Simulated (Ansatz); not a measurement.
# What tensor shear ε_yz = −3.68 % does to ZnTe

Consider ZnTe in the zinc blende structure (space group F-43m, No. 216; a = 6.1791 Å). Axes: x, y, z lie along the cube axes.

One thing is altered: a pure shear with ε_yz = ε_zy = -0.0368; the atoms relax in the strained cell.

The values are results of PBE (Ansatz, a quantum-chemistry and plane-wave program), spin-orbit coupling left out, not measurements. k-mesh 9×9×9 (Γ-centred); smearing 0.05 eV (Fermi–Dirac).

| quantity | base | changed | shift |
|---|---|---|---|
| space group | F-43m (No. 216) | Imm2 (No. 44) | – |
| shortest interatomic distance | 2.676 Å | 2.652 Å | -0.0233 Å |
| energy relative to the base (free energy F) | 0 meV/atom | +15 meV/atom | +15 meV/atom |
| band gap | 1.08 eV | 0.81 eV | -0.27 eV |
| gap character | direct at Γ | direct at Γ | – |
| valence-band top at Γ (three highest levels, from the VBM) | 0.00, 0.00, 0.00 eV | 0.00, -0.30, -0.43 eV | – |
| valley order (the lowest conduction-band minima on the path, energy above the VBM, named in the base's zone) | Γ 1.08 eV; L along ⟨111⟩ 1.74 eV; a point along ⟨100⟩, about 0.9 Å⁻¹ from Γ 2.28 eV | Γ 0.81 eV; L along [111] 1.23 eV; X along [100] 1.68 eV; L along [1-11] 1.77 eV | – |
| largest internal atomic displacement | – | 0.035 Å | – |
| stress (xx, yy, zz, yz, xz, xy; compression positive) | – | (-0.01, 0.13, 0.13, 2.20, 0.00, 0.00) GPa | – |

Final structure:

```
ZnTe
1.0
    0.00000     2.97585     2.97585
    3.08955    -0.11370     3.08955
    3.08955     3.08955    -0.11370
Te Zn
1 1
Direct
  0.75565   0.74435   0.74435
  0.99435   0.00565   0.00565
```

Spin-orbit coupling, missing from the scalar runs, can matter with Te. Whether these cells are dynamically stable was not tested. Labels are those of the standard path for the cell's own space group.
